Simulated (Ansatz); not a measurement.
The system is Fe.

```
Fe
1.0
    -1.44300    1.44300    1.44300
     1.44300   -1.44300    1.44300
     1.44300    1.44300   -1.44300
Fe
1
Direct
  0.00000 0.00000 0.00000
```

```yaml
Program: Ansatz 0.2.0
Task: relaxation of cell and atoms
Functional: PBE
Dispersion: D4
Potentials_or_basis: all-electron LAPW, scalar-relativistic
Basis_error_allowed: 0.001 eV/atom
k_mesh: 13 × 13 × 13
Occupations: fermi-dirac, width 0.05 eV
Spin: collinear spin, ferromagnetic start
Starting_moments: "[3.0] μB"
```

At the start: volume 12.02 Å³/atom.

Problem. Where does the relaxation end?

Solution. Over 6 steps the energy falls by 49.0 meV/atom and the volume is 11.04 Å³/atom (-8.2 %); space group Im-3m (No. 229, to 0.05 Å); moment 2.08 μB per cell.

The path:
| step | energy change (eV) | largest force (eV/Å) | volume (Å³) |
| --- | --- | --- | --- |
| 1 | 0.0000 | 0.0000 | 12.02 |
| 2 | -0.0413 | 0.0000 | 11.40 |
| 3 | -0.0482 | 0.0000 | 10.92 |
| 4 | -0.0490 | 0.0000 | 11.04 |
| 5 | -0.0490 | 0.0000 | 11.04 |
| 6 | -0.0490 | 0.0000 | 11.04 |

Final structure:
```xyz
1
Lattice="-1.4026 1.4026 1.4026 1.4026 -1.4026 1.4026 1.4026 1.4026 -1.4026" Properties=species:S:1:pos:R:3 pbc="T T T"
Fe    0.0000    0.0000    0.0000
```
